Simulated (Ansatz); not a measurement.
Skutterudite CoSb3

Level of theory: PBEsol in Ansatz (plane waves, PAW).

Settings: plane-wave cutoff 500 eV, 6×6×6 k mesh, gaussian smearing 0.02 eV, no spin polarisation, scalar-relativistic PAW data made under PBE.

Cell: relaxed at this level.

```json
{
  "equilibrium_volume_per_atom": "22.67 Å³/atom",
  "lattice_constant_a": "8.985 Å",
  "band_gap": "0.27 eV (on the SCF k mesh)"
}
```

Measured, for comparison: band gap 0.63 eV (temperature not stated, no zero-point or thermal correction; as tabulated in Kim et al. (2020), doi:10.1038/s41597-020-00723-8); equilibrium volume per atom 23.06 Å³/atom, lattice constant a 9.037 Å (room temperature, no zero-point or thermal correction; as tabulated in Alexeev et al. (2016), arXiv:1601.07731). Computed (rounded) less measured: equilibrium volume per atom -1.7 %, lattice constant a -0.6 %. A static lattice is as a rule a little smaller and stiffer than an uncorrected measurement, which can account for part of this.

Spin–orbit coupling is not included; with these elements it can move the gap by several tenths of an eV or more.

Computed values are for the static lattice.

Computing time: about 10 core-minutes (a rough figure).

Ansatz is a first-principles code.
